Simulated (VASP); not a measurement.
A run of VASP 6.6.1 is set up as follows.

File POSCAR:

```
Si
1.0
    0.0000000000      2.7218511865      2.7218511865
    2.7218511865      0.0000000000      2.7218511865
    2.7218511865      2.7218511865      0.0000000000
Si
2
Direct
    0.5000000000      0.5000000000      0.5000000000
    0.7500000000      0.7500000000      0.7500000000
```

Contents of INCAR.step1:

```
SYSTEM = Si
PREC     = Accurate       ! precision mode
ENCUT    = 600            ! plane-wave cutoff, eV
EDIFF    = 1E-8           ! SCF threshold, eV
ISMEAR   = -1             ! smearing method
SIGMA    = 0.05           ! smearing width, eV
LREAL    = .False.        ! projectors in reciprocal space
LASPH    = .True.         ! aspherical terms in the spheres
NELM     = 80             ! most SCF steps
ALGO     = Normal         ! electronic algorithm
ISIF     = 3              ! what is computed and relaxed
LWAVE    = .False.        ! write WAVECAR
LCHARG   = .False.        ! write CHGCAR
GGA      = CA             ! functional
IBRION   = 2              ! ionic algorithm
NSW      = 40             ! ionic steps
EDIFFG   = -0.002         ! ionic threshold
```

Contents of INCAR.step2:

```
SYSTEM = Si
PREC     = Accurate       ! precision mode
ENCUT    = 600            ! plane-wave cutoff, eV
EDIFF    = 1E-8           ! SCF threshold, eV
ISMEAR   = -1             ! smearing method
SIGMA    = 0.05           ! smearing width, eV
LREAL    = .False.        ! projectors in reciprocal space
LASPH    = .True.         ! aspherical terms in the spheres
NELM     = 80             ! most SCF steps
ALGO     = Normal         ! electronic algorithm
ISIF     = 3              ! what is computed and relaxed
LWAVE    = .False.        ! write WAVECAR
LCHARG   = .False.        ! write CHGCAR
GGA      = CA             ! functional
IBRION   = 6              ! ionic algorithm
NFREE    = 2            
POTIM    = 0.015          ! step
NSW      = 1              ! ionic steps
```

Contents of KPOINTS:

```
Automatic mesh
0
Gamma
  6 6 6
  0 0 0
```

Potentials or basis: VASP PAW LDA potentials, release 64 (Si).

Command:

```bash
$ cat potpaw_LDA.64/Si/POTCAR > POTCAR
$ cp INCAR.step1 INCAR
$ mpirun -np 1 vasp_std > vasp.out
$ cp CONTCAR POSCAR
$ cp INCAR.step2 INCAR
$ mpirun -np 1 vasp_std > vasp.out
```

What does it give for the elastic constants C11, C12, C44?

161, 65, 76 GPa.

Predict the Voigt bulk modulus.

97 GPa.

What does it give for the relaxed volume?

19.73 Å³/atom.

What does it give for the highest phonon frequency at Γ?

513 cm⁻¹.

What does it give for the relaxed cell?

a = 3.821 Å, b = 3.821 Å, c = 3.821 Å, α = 60.00°, β = 60.00°, γ = 60.00°.

The path:
| step | energy change (eV) | largest force (eV/Å) | pressure (GPa) | volume (Å³) |
| --- | --- | --- | --- | --- |
| 1 | 0.0000 | 0.0000 | -2.01 | 40.33 |
| 2 | -0.0028 | 0.0000 | 1.52 | 38.87 |
| 3 | -0.0056 | 0.0000 | 0.00 | 39.46 |
